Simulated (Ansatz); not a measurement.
# Checking a converged run of FeGe

System: FeGe, a test cell of our own (not relaxed); the cell holds 2 atoms.

These are results of Ansatz development build ahead of 0.2.0, DFT, r2SCAN, norm-conserving potentials, plane waves, scalar-relativistic, not measurements.

```yaml
crystal:
  lattice:
    - [3.022204059432, 0.0, 0.0]
    - [0.0, 3.022204059432, 0.0]
    - [0.0, 0.0, 3.022204059432]
  atoms:
    - { symbol: Fe, position: [0.0, 0.0, 0.0], spin: 4.0 }
    - { symbol: Ge, position: [0.46334402, 0.4507515, 0.45352889], spin: 0.0 }
kpoints:
  mp_grid: { grid: [3, 3, 3], shift: [0, 0, 0] }
hamiltonian:
  xc: r2scan
  dispersion: none
  pseudopotentials: { kind: nc }
scf:
  occupations: { method: gaussian, width: "0.05 eV" }
magnetization:
  spin_polarized: true
```

Settings in force: cutoff 1225 eV, smearing width 0.05 eV; default search for lower states.

The run converged after 18 iterations in all: spin-polarised, site moments Fe1 2.69 μB, total 2.75 μB per cell.

The mesh is coarse, so energy differences (and at times their sign) aren't converged.

With one magnetic atom in the cell its copies can only be parallel; orders in a larger cell may lie lower.

Site moments are taken inside atomic spheres and don't add up to the total.

Question: The run converged. Is this the lowest state of the cell, and if not, what lies lower and how is it reached?

Answer: No, on this mesh. A state 21.8 meV/atom (0.044 eV per cell) lower exists in this cell: spin-polarised, site moments Fe1 1.96 μB, total 1.93 μB per cell. It was reached from: default search for lower states [Fe1 2.00 μB]. Orders that need a larger cell or non-collinear spins weren't tried. No run without spin polarisation was made.
